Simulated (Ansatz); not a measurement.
# Pb (P6_3/mmc) in Ansatz: a series of runs, part 2 of 2

Ansatz 0.2.0. Earlier steps stand in the parts before.

### 4 Single point, LDA, 29.06 Å³/atom (volume scaled by 0.94)

input.yaml reads:

```yaml
crystal:
  lattice:
    - [3.452420115, 0.0, 0.0]
    - [-1.7262100576, 2.9898835242, 0.0]
    - [0.0, 0.0, 11.2605791934]
  atoms:
    - { symbol: Pb, position: [0.6666666667, 0.3333333333, 0.75] }
    - { symbol: Pb, position: [0.0, 0.0, 0.5] }
    - { symbol: Pb, position: [0.3333333333, 0.6666666667, 0.25] }
    - { symbol: Pb, position: [0.0, 0.0, 0.0] }
hamiltonian:
  xc: lda
  pseudopotentials: { kind: paw }
kpoints:
  mp_grid: { grid: [9, 9, 3] }
scf:
  occupations: { method: fermi_dirac, width: 0.05 }
output:
  forces: true
  stress: true
  eigenvalues: true
```

Potentials or basis: Ansatz PAW.

Run with:

```console
$ ansatz run input.yaml --threads 2 --pin off --max-ram 5632MiB --backend cpu --events-out ev --progress --plain --runs-dir out
```

What it wrote:

```text
Warning: RAYON_NUM_THREADS=2 ignored (pool sized by the plan → 2); use --threads N
Engine: ansatz 0.2.0, x86_64-unknown-linux-gnu
Pseudopotentials: kind: paw
Pseudopotential: Pb, paw, valence charge 14, recommended cutoff 420 eV (normal), Pb.paw.azcp
Functional definition: SPW92
  exchange = slater_x
  correlation = pw_c
Crystal: 4 atoms, lattice volume = 116.235 Å³
Basis set: ecut = 420 eV, 2269 PW (Γ)
Bands: 34, of which v1, the nominal top of the filled ones, is band 28 counted from 1 (27 counted from 0)
Symmetry: 24 space group operations
Space group: P63/mmc (ITA 194), of the structure as read, at distance tolerance 4.9e-5 Å
k-points: 24 of 243
Non-local potential: Pb, projectors of the file, l = 0: 2, l = 1: 2, l = 2: 2, l = 3: 2
PAW form: soft (Blöchl's): semilocal exchange-correlation on the pseudo side does not see the compensation charge
PAW frozen core: Pb, regenerated for the run's functional, and the local potential with it (the file was generated under x = pbe(κ = 0.804, μ = 0.2195149727645171), c = pbe(β = 0.06672455060314922))
[... 26 lines left out ...]
  E_xc         = -878.553069
  E_vxc        = -536.666524  (∫ρ·V_xc dr)
  E_paw        = -40410.036241  (= ΣΔE_a)
  E_vpaw       = -1346.358153  (= ΣTr[D̂ρ^β])
  E_aug_tail   = 0.000173  (compensation charges beyond the density's cutoff)
  E_ewald      = -5302.847181
  E_core_change = -0.310854  (= ΣΔE_core)
  E_smearing   = -0.008228  (= −TS)
  E_closure    = -0.000000  (closes the sum)
  Σ components = -46409.451208   (vs F -46409.451208, Δ=0.00e0)
--- Forces (eV/Å), atoms counted from 1 ---
  atom   1  Pb    -0.00000000    -0.00000000     0.00000000
  atom   2  Pb     0.00000000    -0.00000000     0.00000000
  atom   3  Pb     0.00000000     0.00000000     0.00000000
  atom   4  Pb     0.00000000     0.00000000     0.00000000
  max |Σ_I F_I| component: 4.63e-17 eV/Å
--- Stress (GPa, compression-positive) ---
       -0.438738      -0.000000       0.000000
       -0.000000      -0.438738       0.000000
        0.000000       0.000000       0.169653
  P = ⅓ Tr σ = -0.2359 GPa (-2.359 kbar)
--- Band table (eV; the first three rows and the last of 24) ---
  k-point 0: bands = ["-5.8271", "-5.8110", "-5.7835", "-5.7835", "-5.7662", "-5.7654", "-5.7596", "-5.7596", "-5.7505", "-5.7505", "-5.6980", "-5.6980", "-5.6273", "-5.6273", "-5.5977", "-5.5977", "-5.5254", "-5.5254", "-5.4651", "-5.4651", "-0.8503", "0.3857", "0.4293", "3.0152", "6.8309", "12.0490", "12.0557", "16.9618", "16.9618", "17.7993", "17.7993", "17.8654", "17.8654", "18.8671"]
  k-point 1: bands = ["-5.8234", "-5.8154", "-5.7785", "-5.7785", "-5.7671", "-5.7671", "-5.7657", "-5.7652", "-5.7384", "-5.7384", "-5.7130", "-5.7130", "-5.6202", "-5.6202", "-5.6061", "-5.6061", "-5.5065", "-5.5065", "-5.4773", "-5.4773", "-0.7106", "-0.2904", "1.3521", "2.4098", "7.7310", "9.6668", "14.6992", "17.0711", "17.0711", "17.3800", "17.3800", "17.3871", "18.3247", "18.3247"]
  k-point 2: bands = ["-5.8176", "-5.8136", "-5.7803", "-5.7757", "-5.7694", "-5.7527", "-5.7474", "-5.7332", "-5.7293", "-5.7278", "-5.6910", "-5.6660", "-5.6527", "-5.6370", "-5.5915", "-5.5890", "-5.5385", "-5.5281", "-5.4901", "-5.4619", "-0.6300", "0.6023", "0.6459", "3.1786", "7.0914", "12.1585", "12.1586", "14.8568", "15.9154", "15.9975", "16.1325", "17.2544", "17.3022", "17.4063"]
  k-point 23: bands = ["-5.8458", "-5.8458", "-5.8077", "-5.7665", "-5.7192", "-5.7192", "-5.6721", "-5.6507", "-5.6507", "-5.6489", "-5.6294", "-5.6294", "-5.5706", "-5.5706", "-5.5511", "-5.5511", "-5.4904", "-5.4714", "-5.4689", "-5.4689", "3.9618", "3.9902", "3.9902", "4.1005", "8.4953", "8.4953", "8.9426", "9.7648", "9.7648", "9.8534", "10.8140", "10.8140", "13.4576", "14.3107"]
```

It took 4.9 s on 2 threads of Intel Xeon at 2.50GHz (Skylake/Cascade Lake), shared host; peak memory 0.41 GiB.

What came out:

```
Free energy            : -46409.4512 eV
Pressure               : -0.2 GPa
Band gap on the k mesh : none (metal or under the smearing width)
```

Caveat: the PAW data sets come from PBE, with cores solved anew for the run's functional, which leaves a small shift of forces and pressure.

### 5 Single point, LDA, 29.68 Å³/atom (volume scaled by 0.96)

Changes to input.yaml since step 4:

```diff
@@ -2,5 +2,5 @@
   lattice:
-    - [3.452420115, 0.0, 0.0]
-    - [-1.7262100576, 2.9898835242, 0.0]
-    - [0.0, 0.0, 11.2605791934]
+    - [3.4767337338, 0.0, 0.0]
+    - [-1.7383668669, 3.0109397357, 0.0]
+    - [0.0, 0.0, 11.3398816597]
   atoms:
```

Run with:

```console
$ ansatz run input.yaml --threads 2 --pin off --max-ram 5632MiB --backend cpu --events-out ev --progress --plain --runs-dir out
```

Wall time 5.4 s (2 threads of Intel Xeon at 2.50GHz (Skylake/Cascade Lake), shared host); peak memory 0.41 GiB.

The run converged. Its results:

- Free energy: -46409.4394 eV
- Pressure: -1.3 GPa
- Band gap on the k mesh: none (metal or under the smearing width)

Caveat: the PAW data sets come from PBE, with cores solved anew for the run's functional, which leaves a small shift of forces and pressure.

### 6 Single point, LDA, 30.30 Å³/atom (volume scaled by 0.98)

Changes to input.yaml since step 5:

```diff
@@ -2,5 +2,5 @@
   lattice:
-    - [3.4767337338, 0.0, 0.0]
-    - [-1.7383668669, 3.0109397357, 0.0]
-    - [0.0, 0.0, 11.3398816597]
+    - [3.5007119655, 0.0, 0.0]
+    - [-1.7503559828, 3.0317054935, 0.0]
+    - [0.0, 0.0, 11.4180902115]
   atoms:
```

Potentials or basis: Ansatz PAW.

Run with:

```console
$ ansatz run input.yaml --threads 2 --pin off --max-ram 5632MiB --backend cpu --events-out ev --progress --plain --runs-dir out
```

Run time: 5.6 s. Hardware: 2 threads of Intel Xeon at 2.50GHz (Skylake/Cascade Lake), shared host; peak memory 0.41 GiB.

The run converged. Its results:

```
Free energy            : -46409.4124 eV
Pressure               : -2.2 GPa
Band gap on the k mesh : none (metal or under the smearing width)
```

Caveat: the PAW data sets come from PBE, with cores solved anew for the run's functional, which leaves a small shift of forces and pressure.

### 7 Single point, LDA, 30.91 Å³/atom

Changes to input.yaml since step 6:

```diff
@@ -2,5 +2,5 @@
   lattice:
-    - [3.5007119655, 0.0, 0.0]
-    - [-1.7503559828, 3.0317054935, 0.0]
-    - [0.0, 0.0, 11.4180902115]
+    - [3.5243661423, 0.0, 0.0]
+    - [-1.7621830712, 3.0521906115, 0.0]
+    - [0.0, 0.0, 11.49524181]
   atoms:
```

Run with:

```console
$ ansatz run input.yaml --threads 2 --pin off --max-ram 5632MiB --backend cpu --events-out ev --progress --plain --runs-dir out
```

Wall time 5.9 s (2 threads of Intel Xeon at 2.50GHz (Skylake/Cascade Lake), shared host); peak memory 0.41 GiB.

The run converged. Its results:

| Property | Result |
| --- | --- |
| Free energy | -46409.3720 eV |
| Pressure | -3.0 GPa |
| Band gap on the k mesh | none (metal or under the smearing width) |

Caveat: the PAW data sets come from PBE, with cores solved anew for the run's functional, which leaves a small shift of forces and pressure.

### 8 Single point, LDA, 31.53 Å³/atom (volume scaled by 1.02)

Changes to input.yaml since step 7:

```diff
@@ -2,5 +2,5 @@
   lattice:
-    - [3.5243661423, 0.0, 0.0]
-    - [-1.7621830712, 3.0521906115, 0.0]
-    - [0.0, 0.0, 11.49524181]
+    - [3.5477069956, 0.0, 0.0]
+    - [-1.7738534979, 3.0724043834, 0.0]
+    - [0.0, 0.0, 11.5713714578]
   atoms:
```

Run with:

```console
$ ansatz run input.yaml --threads 2 --pin off --max-ram 5632MiB --backend cpu --events-out ev --progress --plain --runs-dir out
```

It took 5.9 s on 2 threads of Intel Xeon at 2.50GHz (Skylake/Cascade Lake), shared host; peak memory 0.42 GiB.

It converged, with:

```yaml
Free_energy: -46409.3198 eV
Pressure: -3.7 GPa
Band_gap_on_the_k_mesh: none (metal or under the smearing width)
```

Caveat: the PAW data sets come from PBE, with cores solved anew for the run's functional, which leaves a small shift of forces and pressure.

### 9 Single point, LDA, 32.15 Å³/atom (volume scaled by 1.04)

Changes to input.yaml since step 8:

```diff
@@ -2,5 +2,5 @@
   lattice:
-    - [3.5477069956, 0.0, 0.0]
-    - [-1.7738534979, 3.0724043834, 0.0]
-    - [0.0, 0.0, 11.5713714578]
+    - [3.5707446996, 0.0, 0.0]
+    - [-1.7853723498, 3.0923556203, 0.0]
+    - [0.0, 0.0, 11.646512339]
   atoms:
@@ -21 +21,5 @@
   eigenvalues: true
+  write_density: true
+  write_potential: true
+  elf: true
+  volumetric_format: npy
```

Potentials or basis: Ansatz PAW.

Run with:

```console
$ ansatz run input.yaml --threads 2 --pin off --max-ram 5632MiB --backend cpu --events-out ev --progress --plain --runs-dir out
```

Wall time 7.6 s (2 threads of Intel Xeon at 2.50GHz (Skylake/Cascade Lake), shared host); peak memory 0.43 GiB.

The run converged. Its results:

| Property | Result |
| --- | --- |
| Free energy | -46409.2571 eV |
| Pressure | -4.4 GPa |
| Band gap on the k mesh | none (metal or under the smearing width) |

Caveat: the PAW data sets come from PBE, with cores solved anew for the run's functional, which leaves a small shift of forces and pressure.

### 10 Single point, LDA, 32.77 Å³/atom (volume scaled by 1.06)

Changes to input.yaml since step 9:

```diff
@@ -2,5 +2,5 @@
   lattice:
-    - [3.5707446996, 0.0, 0.0]
-    - [-1.7853723498, 3.0923556203, 0.0]
-    - [0.0, 0.0, 11.646512339]
+    - [3.5934889096, 0.0, 0.0]
+    - [-1.7967444549, 3.112052684, 0.0]
+    - [0.0, 0.0, 11.7206959463]
   atoms:
@@ -21,5 +21 @@
   eigenvalues: true
-  write_density: true
-  write_potential: true
-  elf: true
-  volumetric_format: npy
```

Run with:

```console
$ ansatz run input.yaml --threads 2 --pin off --max-ram 5632MiB --backend cpu --events-out ev --progress --plain --runs-dir out
```

It took 6.2 s on 2 threads of Intel Xeon at 2.50GHz (Skylake/Cascade Lake), shared host; peak memory 0.42 GiB.

It converged, with:

```yaml
Free_energy: -46409.1851 eV
Pressure: -4.9 GPa
Band_gap_on_the_k_mesh: none (metal or under the smearing width)
```

Caveat: the PAW data sets come from PBE, with cores solved anew for the run's functional, which leaves a small shift of forces and pressure.

### 11 Equation of state, LDA

This step only gathers the single runs of the series.

Results:

| Quantity | Value |
| --- | --- |
| Equilibrium volume | 28.93 Å³/atom (rough: see the caveat) |
| Bulk modulus at fixed shape and positions | 53 GPa (rough) |

Energy against volume, from the lowest point:
| volume (Å³/atom) | energy (meV/atom) |
| --- | --- |
| 29.059 | 0.00 |
| 29.677 | 2.96 |
| 30.295 | 9.71 |
| 30.914 | 19.80 |
| 31.532 | 32.85 |
| 32.150 | 48.53 |
| 32.769 | 66.53 |

Caveat: the minimum lies outside the volumes run; the cell was scaled at fixed shape and fractional positions, which overstates the stiffness of a crystal with free parameters, most of all of layers and chains.

### 12 Summary

```tsv
task	level	k mesh	atoms under strain	gap on the mesh (eV)
phonons	PBEsol	8 × 8 × 2	-	none
elastic constants	PBEsol	8 × 8 × 2	clamped	none
equation of state	LDA	9 × 9 × 3	-	-
```

Alike in all rows: potentials or basis Ansatz PAW; no spin polarisation; cell as given; cutoff (eV) 420; smearing fermi-dirac 0.05 eV.

Caveats: the PAW data sets come from PBE, with cores solved anew for the run's functional, which leaves a small shift of forces and pressure (some runs); the elastic tensor has a negative eigenvalue, so either the cell is unstable as it stands or the mesh is too thin (some runs); the minimum lies outside the volumes run (some runs); the cell was scaled at fixed shape and fractional positions, which overstates the stiffness of a crystal with free parameters, most of all of layers and chains (some runs).

Absolute energies hang on the potentials; compare differences alone.
